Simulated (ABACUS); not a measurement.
# CdSe (Cadmoselite) (P6_3mc) in ABACUS: a series of runs

One crystal, CdSe (Cadmoselite), is run at these levels: PBE; tasks: single point, relaxation of cell and atoms.

Program: ABACUS 3.10.1. These are calculated values, not measurements. Logs are shortened: lines on timing, memory, paths and dates and some standing lists are left out, and cuts for length are marked.

### 1 The crystal as given

It takes space group P6_3mc (No. 186, hexagonal). The conventional cell has a = 4.300 Å, b = 4.300 Å, c = 7.020 Å, α = 90.00°, β = 90.00°, γ = 120.00°. Around Cd (site symmetry 3m) lie 4 Se at 2.61 to 2.70 Å. Se (site symmetry 3m) is surrounded by 4 Cd at 2.61 to 2.70 Å.

### 2 Single point, PBE

INPUT

```
INPUT_PARAMETERS
suffix              CdSe
calculation         scf
basis_type          lcao
pseudo_dir          ./
orbital_dir         ./
latname             hexagonal
symmetry            1
dft_functional      pbe
ecutwfc             100
pseudo_rcut         10
nspin               1
nbands              38
ks_solver           genelpa
smearing_method     fd
smearing_sigma      0.00367493
scf_thr             1e-07
scf_nmax            100
mixing_type         broyden
mixing_beta         0.7
cal_force           1
cal_stress          1
out_mul             1
out_chg             1
```

STRU

```
ATOMIC_SPECIES
Cd 112.4140 Cd.upf
Se 78.9710 Se.upf

NUMERICAL_ORBITAL
Cd_confined-atom_7au_2s1p1d.orb
Se_confined-atom_7au_1s1p1d.orb

LATTICE_CONSTANT
8.1258223359

LATTICE_PARAMETERS
1.6325581395

ATOMIC_POSITIONS
Direct

Cd
0.0
2
0.6666666667 0.3333333333 0.5000000000 1 1 1
0.3333333333 0.6666666667 0.0000000000 1 1 1

Se
0.0
2
0.6666666667 0.3333333333 0.8850000000 1 1 1
0.3333333333 0.6666666667 0.3850000000 1 1 1
```

KPT

```
K_POINTS
0
Gamma
6 6 4 0 0 0
```

Potentials or basis: Ansatz NC PBE, SZ LCAO (the cutoffs set its grid).

Launch:

```console
$ OMP_NUM_THREADS=1 mpirun -np 4 abacus > log
```

running log:

```text
[... set-up lines left out ...]
 LCAO ALGORITHM --------------- ION=   1  ELEC=   1--------------------------------

 Density error is 0.0518421188997
----------------------------------------------------------
     Energy           Rydberg                 eV
----------------------------------------------------------
 E_KohnSham     -1185.4398503081     -16128.7366004570
 E_Harris       -1180.7661035956     -16065.1470141590
 E_Fermi        0.5997025897         8.1593723258
----------------------------------------------------------

 LCAO ALGORITHM --------------- ION=   1  ELEC=   2--------------------------------

 Density error is 0.0119100525107
----------------------------------------------------------
     Energy           Rydberg                 eV
----------------------------------------------------------
 E_KohnSham     -1185.4665714369     -16129.1001600660
 E_Harris       -1183.8202300418     -16106.7005362397
 E_Fermi        0.6569154445         8.9377931490
----------------------------------------------------------

 LCAO ALGORITHM --------------- ION=   1  ELEC=   3--------------------------------

 Density error is 0.00144643030403
----------------------------------------------------------
     Energy           Rydberg                 eV
----------------------------------------------------------
 E_KohnSham     -1185.4693214533     -16129.1375759590
 E_Harris       -1185.0687631844     -16123.6877011208
 E_Fermi        0.6783460017         9.2293708389
----------------------------------------------------------

 LCAO ALGORITHM --------------- ION=   1  ELEC=   4--------------------------------

 Density error is 0.000219935403573
----------------------------------------------------------
     Energy           Rydberg                 eV
----------------------------------------------------------
 E_KohnSham     -1185.4693290112     -16129.1376787891
 E_Harris       -1185.4084075340     -16128.3087995682
 E_Fermi        0.6815586857         9.2730816468
----------------------------------------------------------

 LCAO ALGORITHM --------------- ION=   1  ELEC=   5--------------------------------

 Density error is 5.68110326542e-05
----------------------------------------------------------
     Energy           Rydberg                 eV
----------------------------------------------------------
 E_KohnSham     -1185.4693292678     -16129.1376822808
 E_Harris       -1185.4536924262     -16128.9249321359
 E_Fermi        0.6819076751         9.2778298910
----------------------------------------------------------

 LCAO ALGORITHM --------------- ION=   1  ELEC=   6--------------------------------

 Density error is 3.60071946646e-06
----------------------------------------------------------
     Energy           Rydberg                 eV
----------------------------------------------------------
 E_KohnSham     -1185.4693292712     -16129.1376823262
 E_Harris       -1185.4691484928     -16129.1352227100
 E_Fermi        0.6820525021         9.2798003642
----------------------------------------------------------

 LCAO ALGORITHM --------------- ION=   1  ELEC=   7--------------------------------

 Density error is 3.48083949793e-07
----------------------------------------------------------
     Energy           Rydberg                 eV
----------------------------------------------------------
 E_KohnSham     -1185.4693292712     -16129.1376823268
 E_Harris       -1185.4693328707     -16129.1377313005
 E_Fermi        0.6820539992         9.2798207328
----------------------------------------------------------

 LCAO ALGORITHM --------------- ION=   1  ELEC=   8--------------------------------

 Density error is 3.51824673417e-08
----------------------------------------------------------
     Energy           Rydberg                 eV
----------------------------------------------------------
 E_KohnSham     -1185.4693292711     -16129.1376823258
 E_KS(sigma->0) -1185.4693005346     -16129.1372913448
 E_Harris       -1185.4693318091     -16129.1377168564
 E_band         -123.9756530724      -1686.7752950564
 E_one_elec     -787.4936850332      -10714.4012554683
 E_Hartree      408.3757198221       5556.2367144319
 E_xc           -194.6218861378      -2647.9666069814
 E_Ewald        -611.7294204491      -8323.0057523461
 E_entropy(-TS) -0.0000574731        -0.0007819620
 E_descf        0.0000000000         0.0000000000
 E_exx          0.0000000000         0.0000000000
 E_Fermi        0.6820540471         9.2798213843
----------------------------------------------------------

 charge density convergence is achieved
 final etot is -16129.137682 eV
 EFERMI = 9.2798213843 eV

 STATE ENERGY(eV) AND OCCUPATIONS    NSPIN == 1
 1/21 kpoint (Cartesian) = 0.0000 0.0000 0.0000 (3218 pws)
       1       -94.3667      0.0138889
       2       -94.3667      0.0138889
       3       -55.4349      0.0138889
       4       -55.4349      0.0138889
       5       -55.4348      0.0138889
       6       -55.4348      0.0138889
       7       -55.4306      0.0138889
       8       -55.4303      0.0138889
       9       -35.5525      0.0138889
      10       -35.5525      0.0138889
      11       -35.5524      0.0138889
      12       -35.5524      0.0138889
      13       -35.5062      0.0138889
      14       -35.5062      0.0138889
      15       -35.5061      0.0138889
      16       -35.5061      0.0138889
      17       -35.5004      0.0138889
      18       -35.5002      0.0138889
      19       -3.41195      0.0138889
      20       -2.98106      0.0138889
      21      -0.570374      0.0138889
      22      -0.570374      0.0138889
      23      -0.526831      0.0138889
      24      -0.526831      0.0138889
      25      -0.509831      0.0138889
      26      -0.303908      0.0138889
      27      -0.303908      0.0138889
      28      -0.247329      0.0138889
      29      -0.247329      0.0138889
      30       0.266750      0.0138889
      31        4.51762      0.0138889
      32        8.53039      0.0138889
      33        8.53039      0.0138889
      34        9.09521      0.0135513
      35        9.10524      0.0134784
      36        9.10524      0.0134784
      37        9.37280     0.00187165
      38        11.8020    1.71870e-24

 2/21 kpoint (Cartesian) = -0.16667 0.096225 0.0000 (3198 pws)
       1       -94.3667      0.0833333
       2       -94.3667      0.0833333
       3       -55.4349      0.0833333
       4       -55.4349      0.0833333
       5       -55.4349      0.0833333
       6       -55.4348      0.0833333
       7       -55.4306      0.0833333
       8       -55.4303      0.0833333
       9       -35.5525      0.0833333
      10       -35.5525      0.0833333
      11       -35.5525      0.0833333
      12       -35.5524      0.0833333
      13       -35.5062      0.0833333
      14       -35.5062      0.0833333
      15       -35.5061      0.0833333
      16       -35.5061      0.0833333
      17       -35.5004      0.0833333
      18       -35.5002      0.0833333
      19       -3.30018      0.0833333
      20       -2.92925      0.0833333
      21      -0.540525      0.0833333
      22      -0.521021      0.0833333
      23      -0.489703      0.0833333
      24      -0.485165      0.0833333
      25      -0.463548      0.0833333
      26      -0.314764      0.0833333
      27      -0.305740      0.0833333
      28      -0.265568      0.0833333
      29      -0.244229      0.0833333
      30       0.332876      0.0833333
      31        4.59440      0.0833333
      32        7.23764      0.0833333
      33        7.57246      0.0833333
      34        8.24952      0.0833333
      35        8.94282      0.0832349
      36        8.99327      0.0830639
      37        11.0720    2.25853e-17
      38        12.7129    1.26255e-31

 3/21 kpoint (Cartesian) = -0.33333 0.19245 0.0000 (3208 pws)
       1       -94.3667      0.0833333
       2       -94.3667      0.0833333
       3       -55.4350      0.0833333
       4       -55.4350      0.0833333
       5       -55.4349      0.0833333
       6       -55.4349      0.0833333
       7       -55.4305      0.0833333
       8       -55.4304      0.0833333
       9       -35.5526      0.0833333
      10       -35.5526      0.0833333
      11       -35.5525      0.0833333
      12       -35.5524      0.0833333
      13       -35.5062      0.0833333
      14       -35.5062      0.0833333
      15       -35.5062      0.0833333
      16       -35.5061      0.0833333
      17       -35.5004      0.0833333
      18       -35.5002      0.0833333
      19       -3.07403      0.0833333
      20       -2.84543      0.0833333
      21      -0.491642      0.0833333
      22      -0.482193      0.0833333
      23      -0.415505      0.0833333
      24      -0.388473      0.0833333
      25      -0.330633      0.0833333
      26      -0.318520      0.0833333
      27      -0.292855      0.0833333
      28      -0.237864      0.0833333
      29      -0.147254      0.0833333
      30       0.482795      0.0833333
      31        4.43055      0.0833333
      32        5.58404      0.0833333
      33        6.74932      0.0833333
      34        7.72990      0.0833333
      35        8.57381      0.0833333
      36        8.60109      0.0833332
      37        12.3448    1.99127e-28
      38        13.5474    7.12462e-39

 4/21 kpoint (Cartesian) = 0.50000 0.86603 0.0000 (3222 pws)
       1       -94.3667      0.0416667
       2       -94.3667      0.0416667
       3       -55.4351      0.0416667
       4       -55.4351      0.0416667
       5       -55.4349      0.0416667
       6       -55.4349      0.0416667
       7       -55.4305      0.0416667
       8       -55.4304      0.0416667
       9       -35.5527      0.0416667
      10       -35.5527      0.0416667
      11       -35.5525      0.0416667
      12       -35.5524      0.0416667
      13       -35.5062      0.0416667
      14       -35.5062      0.0416667
      15       -35.5062      0.0416667
      16       -35.5061      0.0416667
      17       -35.5003      0.0416667
      18       -35.5002      0.0416667
      19       -2.95553      0.0416667
      20       -2.82155      0.0416667
      21      -0.475375      0.0416667
      22      -0.475326      0.0416667
      23      -0.380172      0.0416667
      24      -0.339998      0.0416667
      25      -0.338955      0.0416667
      26      -0.319316      0.0416667
      27      -0.274707      0.0416667
      28      -0.233266      0.0416667
      29       0.210093      0.0416667
      30       0.477038      0.0416667
      31        4.15225      0.0416667
      32        4.79504      0.0416667
      33        6.84692      0.0416667
      34        7.48447      0.0416667
      35        8.20975      0.0416667
      36        8.42738      0.0416667
      37        12.8040    1.02135e-32
      38        13.6588    3.84490e-40

 5/21 kpoint (Cartesian) = -0.16667 0.28868 0.0000 (3211 pws)
       1       -94.3667      0.0833333
       2       -94.3667      0.0833333
       3       -55.4350      0.0833333
       4       -55.4350      0.0833333
       5       -55.4349      0.0833333
       6       -55.4349      0.0833333
       7       -55.4306      0.0833333
       8       -55.4304      0.0833333
       9       -35.5526      0.0833333
      10       -35.5526      0.0833333
      11       -35.5525      0.0833333
      12       -35.5525      0.0833333
      13       -35.5062      0.0833333
      14       -35.5062      0.0833333
      15       -35.5062      0.0833333
      16       -35.5061      0.0833333
      17       -35.5004      0.0833333
      18       -35.5002      0.0833333
      19       -3.13060      0.0833333
      20       -2.86319      0.0833333
      21      -0.507759      0.0833333
      22      -0.479492      0.0833333
      23      -0.437517      0.0833333
      24      -0.423949      0.0833333
      25      -0.326593      0.0833333
      26      -0.303288      0.0833333
      27      -0.295406      0.0833333
      28      -0.285416      0.0833333
      29      -0.215032      0.0833333
      30       0.449392      0.0833333
      31        4.55484      0.0833333
      32        6.02239      0.0833333
      33        6.92953      0.0833333
      34        7.68300      0.0833333
      35        8.50855      0.0833333
      36        8.71561      0.0833323
      37        12.2107    2.90766e-27
      38        13.5021    1.76406e-38

 6/21 kpoint (Cartesian) = 0.50000 0.67358 0.0000 (3218 pws)
       1       -94.3667       0.166667
       2       -94.3667       0.166667
       3       -55.4351       0.166667
       4       -55.4350       0.166667
       5       -55.4350       0.166667
       6       -55.4349       0.166667
       7       -55.4305       0.166667
       8       -55.4304       0.166667
       9       -35.5527       0.166667
      10       -35.5526       0.166667
      11       -35.5525       0.166667
      12       -35.5525       0.166667
      13       -35.5062       0.166667
      14       -35.5062       0.166667
      15       -35.5062       0.166667
      16       -35.5061       0.166667
      17       -35.5003       0.166667
      18       -35.5002       0.166667
      19       -2.95183       0.166667
      20       -2.82308       0.166667
      21      -0.492528       0.166667
      22      -0.444542       0.166667
      23      -0.388783       0.166667
      24      -0.362174       0.166667
      25      -0.324084       0.166667
      26      -0.308853       0.166667
      27      -0.288817       0.166667
      28      -0.249494       0.166667
      29       0.150086       0.166667
      30       0.534221       0.166667
      31        4.29691       0.166667
      32        4.95021       0.166667
      33        6.84077       0.166667
      34        7.20070       0.166667
      35        8.02308       0.166667
      36        8.21701       0.166667
      37        13.1525    3.84251e-35
      38        13.8946    1.37476e-41

[... levels at 15 further k points ...]

 correction force for each atom along direction 1 is 0.000957422
 correction force for each atom along direction 2 is -0.000453332
 correction force for each atom along direction 3 is -2.86016e-06
------------------------------------------------------------------------------------------
 TOTAL-FORCE (eV/Angstrom)
------------------------------------------------------------------------------------------
                       Cd1         0.0000000000         0.0000000000         0.3534259437
                       Cd2         0.0000000000         0.0000000000         0.3534259437
                       Se1         0.0000000000         0.0000000000        -0.3534259437
                       Se2         0.0000000000         0.0000000000        -0.3534259437
------------------------------------------------------------------------------------------

----------------------------------------------------------------
 TOTAL-STRESS (KBAR)
----------------------------------------------------------------
       101.4496844856         0.0000000000         0.0000000000
         0.0000000000       101.4496844856         0.0000000000
         0.0000000000        -0.0000000000        63.3210403295
----------------------------------------------------------------
 TOTAL-PRESSURE: 88.740136 KBAR

 --------------------------------------------
 !FINAL_ETOT_IS -16129.1376823258142394 eV
 --------------------------------------------
```

Run time: 5.7 s. Hardware: 4 MPI ranks of Intel Xeon Platinum 8259CL at 2.50GHz (Skylake/Cascade Lake), shared host; peak memory 0.4 GiB.

These settings aren't checked as converged: the numbers below hold their error.

What came out:

```
Free energy            : -16129.1377 eV
Pressure               : 8.9 GPa
Largest force          : 0.353 eV/Å
Band gap on the k mesh : 0.27 eV, direct
Mulliken charges       : Cd +0.94; Se -0.94, -0.93 e
```

Caveat: the atomic orbitals were generated for these runs and aren't a published set; Mulliken charges move with the basis; the basis of atomic orbitals isn't converged, which shifts pressures, moduli and gaps.

(Part 1 of 2 ends here.)
